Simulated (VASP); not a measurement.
# BN (P6_3mc) in VASP: further runs

Aim: see how the results for BN move with the level of theory and the settings. Levels: PBEsol, r2SCAN+rVV10. Tasks: single point, relaxation of cell and atoms.

All numbers are computed with VASP 6.6.1; they aren't measurements. Logs are shortened: lines on timing, memory, paths and dates and some standing lists are left out, and cuts for length are marked.

## Step 1: Starting point

Symmetry: P6_3mc, No. 186, hexagonal system. Conventional cell: a = 2.541 Å, b = 2.541 Å, c = 4.203 Å, α = 90.00°, β = 90.00°, γ = 120.00°. Around B (site symmetry 3m) lie 4 N at 1.56 to 1.57 Å. N (site symmetry 3m) is surrounded by 4 B at 1.56 to 1.57 Å.

The cell was built by a generator and needn't be a form met in nature.

## Step 2: Single point, PBEsol

INCAR

```
  PREC = Accurate
  ENCUT = 520
  EDIFF = 1E-6
  ISMEAR = -1
  SIGMA = 0.03
  LREAL = False
  LASPH = True
  NELM = 100
  ALGO = Normal
  ISIF = 2
  LWAVE = False
  LCHARG = False
  GGA = PS
  NBANDS = 16
```

KPOINTS

```
regular mesh
0
Gamma
  9 9 6
```

POSCAR

```
BN
1.0
    2.5409830353      0.0000000000      0.0000000000
   -1.2704915177      2.2005558592      0.0000000000
    0.0000000000      0.0000000000      4.2032908941
B N
2 2
Direct
    0.3333333333      0.6666666667      0.0002671100
    0.6666666667      0.3333333333      0.5002671100
    0.3333333333      0.6666666667      0.3747328900
    0.6666666667      0.3333333333      0.8747328900
```

Potentials or basis: VASP PAW PBE potentials, release 64 (B, N).

Command:

```console
$ cat potpaw_PBE.64/B/POTCAR potpaw_PBE.64/N/POTCAR > POTCAR
$ mpirun -np 1 vasp_std > vasp.out
```

OUTCAR:

```text
PREC = Accurate
   ENCUT = 520
   EDIFF = 1E-6
   ISMEAR = -1
   LREAL = False
   LASPH = True
   NELM = 100
   ISIF = 2
   GGA = PS

 ion  position               nearest neighbor table
   1  0.333  0.667  0.000-   4 1.56   4 1.56   4 1.56   3 1.57
   2  0.667  0.333  0.500-   3 1.56   3 1.56   3 1.56   4 1.57
   3  0.333  0.667  0.375-   2 1.56   2 1.56   2 1.56   1 1.57
   4  0.667  0.333  0.875-   1 1.56   1 1.56   1 1.56   2 1.57

  LATTYP: Found a hexagonal cell.
 ALAT       =     2.5409830353
 C/A-ratio  =     1.6541987238

  Lattice vectors:

 A1 = (   2.5409830353,   0.0000000000,   0.0000000000)
 A2 = (  -1.2704915177,   2.2005558592,   0.0000000000)
 A3 = (   0.0000000000,   0.0000000000,   4.2032908941)

Analysis of symmetry for initial positions (statically):
=====================================================================
 Subroutine PRICEL returns:
 Original cell was already a primitive cell.

 Routine SETGRP: Setting up the symmetry group for a
 hexagonal supercell.

 Subroutine GETGRP returns: Found 12 space group operations
 (whereof  6 operations were pure point group operations)
 out of a pool of 24 trial point group operations.

The static configuration has the point symmetry C_3v.
 The point group associated with its full space group is C_6v.

Analysis of symmetry for dynamics (positions and initial velocities):
=====================================================================
 Subroutine PRICEL returns:
 Original cell was already a primitive cell.

 Routine SETGRP: Setting up the symmetry group for a
 hexagonal supercell.

 Subroutine GETGRP returns: Found 12 space group operations
 (whereof  6 operations were pure point group operations)
 out of a pool of 24 trial point group operations.

The dynamic configuration has the point symmetry C_3v.
 The point group associated with its full space group is C_6v.

 Subroutine INISYM returns: Found 12 space group operations
 (whereof  6 operations are pure point group operations),
 and found     1 'primitive' translations

----------------------------------------------------------------------------------------

                                     Primitive cell

  volume of cell :      23.5030

  direct lattice vectors                    reciprocal lattice vectors
     2.540983035  0.000000000  0.000000000     0.393548476  0.227215318  0.000000000
    -1.270491518  2.200555859  0.000000000     0.000000000  0.454430637  0.000000000
     0.000000000  0.000000000  4.203290894     0.000000000  0.000000000  0.237908826

  length of vectors
     2.540983035  2.540983035  4.203290894     0.454430637  0.454430637  0.237908826

  position of ions in fractional coordinates (direct lattice)
     0.333333333  0.666666667  0.000267110
     0.666666667  0.333333333  0.500267110
     0.333333333  0.666666667  0.374732890
     0.666666667  0.333333333  0.874732890

  ion indices of the primitive-cell ions
   primitive index   ion index
                 1           1
                 2           2
                 3           3
                 4           4

----------------------------------------------------------------------------------------

 KPOINTS: regular mesh

Automatic generation of k-mesh.
 Grid dimensions read from file:
 generate k-points for:    9    9    6

 Generating k-lattice:

  Cartesian coordinates                     Fractional coordinates (reciprocal lattice)
     0.043727608  0.025246146  0.000000000     0.111111111  0.000000000  0.000000000
     0.000000000  0.050492293  0.000000000     0.000000000  0.111111111  0.000000000
     0.000000000  0.000000000  0.039651471     0.000000000  0.000000000  0.166666667

  Length of vectors
     0.050492293  0.050492293  0.039651471

  Shift w.r.t. Gamma in fractional coordinates (k-lattice)
     0.000000000  0.000000000  0.000000000

 Subroutine IBZKPT returns following result:
 ===========================================

 Found     48 irreducible k-points:

 Following reciprocal coordinates:
            Coordinates               Weight
  0.000000  0.000000  0.000000      1.000000
  0.111111  0.000000  0.000000      6.000000
  0.222222  0.000000  0.000000      6.000000
  0.333333 -0.000000  0.000000      6.000000
  0.444444  0.000000  0.000000      6.000000
  0.111111  0.111111  0.000000      6.000000
[... 16 lines left out ...]
  0.333333  0.222222  0.166667     24.000000
  0.333333  0.333333  0.166667      4.000000
 [... further k-points ...]
   k-points           NKPTS =     48   k-points in BZ     NKDIM =     48   number of bands    NBANDS=     16
   number of dos      NEDOS =    301   number of ions     NIONS =      4
   total plane-waves  NPLWV =  12800
   dimension x,y,z NGX =    20 NGY =   20 NGZ =   32
   dimension x,y,z NGXF=    40 NGYF=   40 NGZF=   64
   ions per type =               2   2
   NGX,Y,Z   is equivalent  to a cutoff of  13.09, 13.09, 12.66 a.u.
   NGXF,Y,Z  is equivalent  to a cutoff of  26.17, 26.17, 25.31 a.u.
 SYSTEM =  unknown system
   PREC   = accura    normal or accurate (medium, high low for compatibility)
   ISTART =      0    job   : 0-new  1-cont  2-samecut
   ICHARG =      2    charge: 1-file 2-atom 10-const
   ISPIN  =      1    spin polarized calculation?
   LNONCOLLINEAR =      F non collinear calculations
   LSORBIT =      F    spin-orbit coupling
   LASPH  =      T    aspherical Exc in radial PAW
   ENCUT  =  520.0 eV  38.22 Ry    6.18 a.u.   4.72  4.72  7.82*2*pi/ulx,y,z
   NELM   =    100;   NELMIN=  2; NELMDL= -5     # of ELM steps
   EDIFF  = 0.1E-05   stopping-criterion for ELM
[... 8 lines left out ...]
   TEBEG  =    0.0;   TEEND  =   0.0 temperature during run
   PSTRESS=    0.0 pullay stress
   NELECT =      16.0000    total number of electrons
   NUPDOWN=      -1.0000    fix difference up-down
   EMIN   =  10.00;   EMAX   =-10.00  energy-range for DOS
   EFERMI =   0.00;   METHOD = LEGACY
   ISMEAR =    -1;   SIGMA  =   0.03  broadening in eV -4-tet -1-fermi 0-gaus
   EFERMI_NEDOS =   21; number of points for ismear=-14 and -15
   IALGO  =     38    algorithm
   IMIX   =      4    mixing-type and parameters
     AMIX     =   0.40;   BMIX     =  1.00
     AMIX_MAG =   1.60;   BMIX_MAG =  1.00
  volume/ion in A,a.u.               =       5.88        39.65
  Fermi-wavevector in a.u.,A,eV,Ry     =   1.440147  2.721484 28.218818  2.074025
  Thomas-Fermi vector in A             =   2.558924
   LORBIT       =      0    0 simple, 1 ext, 2 COOP (PROOUT), +10 PAW based schemes
   GGA     = PS    functional components
   LHFCALC =     F    Hartree Fock is set to
   AEXX    =    0.0000 exact exchange contribution
   IVDW    =     0    specifies the selected vdW correction
   LEPSILON=     F    determine dielectric tensor
   LRPA    =     F    only Hartree local field effects (RPA)
 non-spin polarized calculation
  energy-cutoff  :      520.00
  volume of cell :       23.50
 maximum number of plane-waves:       652
 NGX is ok and might be reduce to    20
   NGX =  9   NGY =  9   NGZ = 15

 number of electron      16.0000000 magnetization

 Free energy of the ion-electron system (eV)
  ---------------------------------------------------
  ext. energy  EPLUGINS =         0.00000000
  ---------------------------------------------------
  free energy    TOTEN  =       -36.62571694 eV

  energy without entropy =      -36.62571694  energy(sigma->0) =      -36.62571694

 E-fermi :   8.1458     XC(G=0): -13.0325

 val. band max:        7.5894760757   @ k =   0.0000   0.0000   0.0000
 cond. band min:      12.5356211710   @ k =   0.3333   0.3333   0.0000
 fundamental gap:      4.9461450953
 Fermi energy:         8.1458363841

 k-point     1 :       0.0000    0.0000    0.0000
  band No.  band energies     occupation
      1     -12.9046      2.00000
      2      -8.6760      2.00000
      3      -3.4764      2.00000
      4       5.4418      2.00000
      5       5.4418      2.00000
      6       7.3070      2.00000
[... 8 lines left out ...]
     15      19.4801      0.00000
     16      23.7279      0.00000

 k-point     2 :       0.1111    0.0000    0.0000
  band No.  band energies     occupation
      1     -12.6337      2.00000
      2      -8.4685      2.00000
      3      -3.2082      2.00000
      4       4.2536      2.00000
      5       4.9550      2.00000
      6       6.6051      2.00000
[... 8 lines left out ...]
     15      20.2494      0.00000
     16      23.3009      0.00000

 k-point     3 :       0.2222    0.0000    0.0000
  band No.  band energies     occupation
      1     -11.8366      2.00000
      2      -7.9021      2.00000
      3      -2.4230      2.00000
      4       1.7295      2.00000
      5       3.9707      2.00000
      6       4.4155      2.00000
[... 8 lines left out ...]
     15      22.0675      0.00000
     16      22.6946      0.00000

 k-point     4 :       0.3333   -0.0000    0.0000
  band No.  band energies     occupation
      1     -10.5795      2.00000
      2      -7.2465      2.00000
      3      -1.2287      2.00000
      4      -0.6961      2.00000
      5       2.0234      2.00000
      6       3.0929      2.00000
[... 8 lines left out ...]
     15      23.4364      0.00000
     16      24.0254      0.00000

 k-point     5 :       0.4444    0.0000    0.0000
  band No.  band energies     occupation
      1      -9.1200      2.00000
      2      -7.2604      2.00000
      3      -1.9368      2.00000
      4      -0.0828      2.00000
      5       0.4179      2.00000
      6       2.6041      2.00000
[... 8 lines left out ...]
     15      23.8273      0.00000
     16      25.2724      0.00000

 k-point     6 :       0.1111    0.1111    0.0000
  band No.  band energies     occupation
      1     -12.0992      2.00000
      2      -8.0790      2.00000
      3      -2.6806      2.00000
      4       2.7351      2.00000
      5       3.6984      2.00000
      6       5.4306      2.00000
[... 8 lines left out ...]
     15      21.8756      0.00000
     16      22.8496      0.00000

 k-point     7 :       0.2222    0.1111    0.0000
  band No.  band energies     occupation
      1     -11.0675      2.00000
      2      -7.4382      2.00000
      3      -1.6694      2.00000
      4       0.4965      2.00000
      5       2.1671      2.00000
      6       3.6546      2.00000
[... 8 lines left out ...]
     15      22.7896      0.00000
     16      23.5667      0.00000

 k-point     8 :       0.3333    0.1111    0.0000
  band No.  band energies     occupation
      1      -9.6644      2.00000
      2      -7.0346      2.00000
      3      -1.3954      2.00000
      4      -0.3143      2.00000
      5       0.8302      2.00000
      6       2.1765      2.00000
[... 8 lines left out ...]
     15      23.4102      0.00000
     16      24.1740      0.00000

 k-point     9 :       0.4444    0.1111    0.0000
  band No.  band energies     occupation
      1      -8.5779      2.00000
      2      -7.3716      2.00000
      3      -1.8828      2.00000
      4      -0.1292      2.00000
      5       0.7692      2.00000
      6       1.7386      2.00000
[... 8 lines left out ...]
     15      23.7135      0.00000
     16      25.1609      0.00000
[... 172 lines left out ...]
 k-point    19 :       0.2222    0.1111    0.1667
  band No.  band energies     occupation
      1     -10.9118      2.00000
      2      -7.8769      2.00000
      3      -1.1697      2.00000
      4       0.8076      2.00000
      5       2.1363      2.00000
      6       3.3484      2.00000
[... 8 lines left out ...]
     15      22.6064      0.00000
     16      23.4592      0.00000

 k-point    20 :       0.3333    0.1111    0.1667
  band No.  band energies     occupation
      1      -9.5290      2.00000
      2      -7.2639      2.00000
      3      -1.7424      2.00000
      4       0.1714      2.00000
      5       0.8403      2.00000
      6       2.2087      2.00000
[... 8 lines left out ...]
     15      23.9279      0.00000
     16      24.1411      0.00000

 k-point    21 :       0.4444    0.1111    0.1667
  band No.  band energies     occupation
      1      -8.4798      2.00000
      2      -7.4067      2.00000
      3      -2.2205      2.00000
      4      -0.7033      2.00000
      5       1.2481      2.00000
      6       2.1052      2.00000
[... 8 lines left out ...]
     15      24.2898      0.00000
     16      24.8843      0.00000

 k-point    22 :       0.2222    0.2222    0.1667
  band No.  band energies     occupation
      1      -9.7288      2.00000
      2      -7.2475      2.00000
      3      -0.9793      2.00000
      4       0.0694      2.00000
      5       0.8128      2.00000
      6       2.0288      2.00000
[... 8 lines left out ...]
     15      22.8287      0.00000
     16      23.8702      0.00000

 k-point    23 :       0.3333    0.2222    0.1667
  band No.  band energies     occupation
      1      -8.4001      2.00000
      2      -7.1245      2.00000
      3      -1.6412      2.00000
      4      -0.5160      2.00000
      5       0.5083      2.00000
      6       1.8381      2.00000
[... 8 lines left out ...]
     15      23.5021      0.00000
     16      24.0919      0.00000

 k-point    24 :       0.3333    0.3333    0.1667
  band No.  band energies     occupation
      1      -7.4699      2.00000
      2      -7.4699      2.00000
      3      -1.6329      2.00000
      4      -0.2897      2.00000
      5      -0.2897      2.00000
      6       1.6473      2.00000
[... 8 lines left out ...]
     15      23.6799      0.00000
     16      23.6799      0.00000

 [... further k-points ...]

------------------------ aborting loop because EDIFF is reached ----------------------------------------

  FORCE on cell =-STRESS in cart. coord.  units (eV):
  Direction    XX          YY          ZZ          XY          YZ          ZX
  --------------------------------------------------------------------------------------
  -------------------------------------------------------------------------------------
  Total        0.0940524      0.0940524      0.0830366     -0.0000000      0.0000000     -0.0000000
  in kB        6.4114578      6.4114578      5.6605212     -0.0000000      0.0000000     -0.0000000
  external PRESSURE =       6.1611456 kB  Pullay stress =       0.0000000 kB

 VOLUME and BASIS-vectors are now :
 -----------------------------------------------------------------------------
  energy-cutoff  :      520.00
  volume of cell :       23.50
      direct lattice vectors                 reciprocal lattice vectors
     2.540983035  0.000000000  0.000000000     0.393548476  0.227215318  0.000000000
    -1.270491518  2.200555859  0.000000000     0.000000000  0.454430637  0.000000000
     0.000000000  0.000000000  4.203290894     0.000000000  0.000000000  0.237908826

 POSITION                                       TOTAL-FORCE (eV/Angst)
 -----------------------------------------------------------------------------------
     -0.00000      1.46704      0.00112        -0.000000      0.000000      0.002965
      1.27049      0.73352      2.10277         0.000000     -0.000000      0.002965
     -0.00000      1.46704      1.57511         0.000000      0.000000     -0.002965
      1.27049      0.73352      3.67676        -0.000000      0.000000     -0.002965
 -----------------------------------------------------------------------------------
    total drift:                               -0.000000     -0.000000     -0.000441

  FREE ENERGIE OF THE ION-ELECTRON SYSTEM (eV)
  ---------------------------------------------------
  free  energy   TOTEN  =       -36.6257169422 eV

  energy  without entropy=      -36.6257169421  energy(sigma->0) =      -36.62571694
```

Wall time 18 s (1 thread of AMD EPYC 7R43 (Zen 3), shared host); peak memory 0.1 GiB.

What came out:

| Quantity | Value |
| --- | --- |
| Free energy | -36.6257 eV |
| Pressure | 0.6 GPa |
| Band gap on the k mesh | 4.95 eV, indirect (least direct gap 8.21 eV) |

Forces on the atoms (eV/Å):
```
B    0.000  0.000  0.003
B    0.000  0.000  0.003
N    0.000  0.000 -0.003
N    0.000  0.000 -0.003
```

Stress tensor (GPa, compression positive):
```
0.64 0.00 0.00
0.00 0.64 0.00
0.00 0.00 0.57
```

Levels at points of the mesh, in eV from the valence-band top:
```tsv
k point	band 4	band 5	band 6	band 7	band 8	band 9	band 10	band 11	band 12	band 13
(0.00, 0.00, 0.00)	-2.15	-2.15	-0.28	0.00	0.00	8.33	8.33	8.57	9.54	10.77
(0.00, 0.00, 0.50)	-5.78	-1.19	-1.19	-1.19	-1.19	9.48	9.48	9.89	9.89	9.89
```

Caveat: the PAW data sets were made with another functional, which shifts forces and pressure a little; an odd mesh through Γ misses points on the zone boundary, where band edges often lie.

## Step 3: Relaxation of cell and atoms, PBEsol

This run uses another cell than the first one, of 4.79 Å³/atom, 0.815 times its volume.

INCAR

```
PREC = Accurate
ENCUT = 600
EDIFF = 1E-7
ISMEAR = -1
SIGMA = 0.03
LREAL = F
LASPH = T
NELM = 100
ALGO = Normal
ISIF = 3
LWAVE = F
LCHARG = F
GGA = PS
IBRION = 2
NSW = 100
EDIFFG = -0.01
```

KPOINTS is that of step 2.

POSCAR

```
BN
1.0
    2.3841700163      0.0000000000      0.0000000000
   -1.1920850082      2.0647518011      0.0000000000
    0.0000000000      0.0000000000      3.8933496366
B N
2 2
Direct
    0.3333333333      0.6666666667      0.0000000000
    0.6666666667      0.3333333333      0.5000000000
    0.3333333333      0.6666666667      0.3750000000
    0.6666666667      0.3333333333      0.8750000000
```

Potentials or basis: VASP PAW PBE potentials, release 64 (B, N).

Command:

```console
$ cat potpaw_PBE.64/B/POTCAR potpaw_PBE.64/N/POTCAR > POTCAR
$ mpirun -np 1 vasp_std > vasp.out
```

Wall time 73 s (1 thread of AMD EPYC 7R43 (Zen 3), shared host); peak memory 0.1 GiB.

It converged, with:

| Property | Result |
| --- | --- |
| Free energy | -36.6210 eV |
| Relaxed volume | 5.88 Å³/atom |
| Relaxed cell | a = 2.542 Å, b = 2.542 Å, c = 4.205 Å, α = 90.00°, β = 90.00°, γ = 120.00° |
| Space group after relaxing (to 0.05 Å) | P6_3mc (No. 186) |
| Energy gained by relaxing | 338.4 meV/atom |
| Ionic steps | 9 |
| Pressure after relaxing | 0.0 GPa |
| Band gap on the k mesh | 4.95 eV, indirect (least direct gap 8.20 eV) |

Step by step:
```csv
step,energy change (eV),largest force (eV/Å),pressure (GPa),volume (Å³)
1,0.0000,0.0626,115.32,19.17
2,0.2865,0.3414,-62.71,30.40
3,-1.3505,0.0346,-3.99,23.79
4,-1.3536,0.0268,-0.76,23.59
5,-1.3536,0.0232,0.79,23.49
6,-1.3536,0.0253,0.80,23.49
7,-1.3536,0.0013,0.80,23.49
8,-1.3537,0.0007,0.50,23.51
9,-1.3538,0.0009,0.01,23.54
```

Final structure:
```
B N
1.0
     2.54236    0.00000    0.00000
    -1.27118    2.20175    0.00000
     0.00000    0.00000    4.20523
B N
2 2
Direct
  0.33333 0.66667 0.00028
  0.66667 0.33333 0.50028
  0.33333 0.66667 0.37472
  0.66667 0.33333 0.87472
```

Levels at points of the mesh, in eV from the valence-band top:
```
           k point  band 6  band 7  band 8  band 9  band 10  band 11
(0.00, 0.00, 0.00)   -0.28    0.00    0.00    8.32     8.32     8.56
(0.00, 0.00, 0.50)   -1.19   -1.19   -1.19    9.46     9.46     9.88
```

Caveat: the volume moved by over 15 % at a fixed basis, so the end points are rough; the PAW data sets were made with another functional, which shifts forces and pressure a little; an odd mesh through Γ misses points on the zone boundary, where band edges often lie. Expect the measured gap to be larger: semilocal functionals such as PBEsol lack the derivative discontinuity.

(Continued in part 2 of 2.)
